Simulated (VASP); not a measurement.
Here is a VASP 6.6.1 calculation.

Contents of INCAR:

```
ALGO = Fast ; EDIFF = 1E-6
ENCUT = 520 ; GGA = PE
ISIF = 2 ; ISMEAR = 0
LASPH = True ; LCHARG = False
LREAL = False ; LWAVE = False
NELM = 60 ; PREC = Accurate
SIGMA = 0.013000000000000001
```

File KPOINTS:

```
k-points
0
Gamma
  13 13 13
```

The input POSCAR:

```
C
1.0
    0.0000000000      1.7833700000      1.7833700000
    1.7833700000      0.0000000000      1.7833700000
    1.7833700000      1.7833700000      0.0000000000
C
2
Direct
    0.7500000000      0.7500000000      0.7500000000
    0.5000000000      0.5000000000      0.5000000000
```

Potentials or basis: VASP PAW PBE potentials, release 64 (C).

Launch:

```sh
$ cat potpaw_PBE.64/C/POTCAR > POTCAR
$ mpirun -np 1 vasp_std > vasp.out
```

(1) What does it give for the pressure?

(2) Predict the band gap on the k mesh.

## Answers

(1) 2.5 GPa.

(2) 4.14 eV, indirect (least direct gap 5.59 eV).

Caveat: an odd mesh through Γ misses points on the zone boundary, where band edges often lie.
